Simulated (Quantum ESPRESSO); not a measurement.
TiNi under changes of volume

One of the cells (13.403 Å³/atom); the others are scaled copies at fixed shape and fractional positions:

```xyz
2
Lattice="2.7358 0.0000 0.0000 0.0000 2.7358 0.0000 0.0000 0.0000 3.5814" Properties=species:S:1:pos:R:3 pbc="T T T"
Ni    0.0000    0.0000    0.0000
Ti    1.3679    1.3679    1.7907
```

The cell comes from a database or a generator and needn't be the stable form of this composition.

```yaml
Program: Quantum ESPRESSO 7.5
Functional: PBEsol
Potentials_or_basis: GBRV 1.5 PBEsol
Cutoff: 612 eV
Density_cutoff: 4898 eV
k_mesh: 10 × 10 × 8
Occupations: fermi-dirac, width 0.05 eV
Spin: collinear spin, ferromagnetic start
Starting_moments: "[1.0, 1.0] μB"
```

```tsv
volume (Å³/atom)	energy over the lowest point (meV/atom)	pressure (GPa)
12.599	3.62	4.0
12.867	0.00	0.2
13.135	2.46	-3.3
13.403	10.39	-6.3
13.671	23.20	-9.1
13.939	40.42	-11.6
14.207	?	?
```

What does the run at 14.207 Å³/atom give?

Energy over the lowest point 61.58 meV/atom; pressure -13.8 GPa.

Worked out: A Birch-Murnaghan fit of order 3 (a polynomial in V^(-2/3)) to the other rows has its minimum at 12.89 Å³/atom with B0 = V·E''(V) = 173 GPa and B' = 4.2 at fixed shape and positions, which overstates the stiffness. It gives 61.58 meV/atom at 14.207 Å³/atom, against the run's 61.58, and -dE/dV = -13.7 GPa, against -13.8.

Energies are extrapolated to zero smearing.
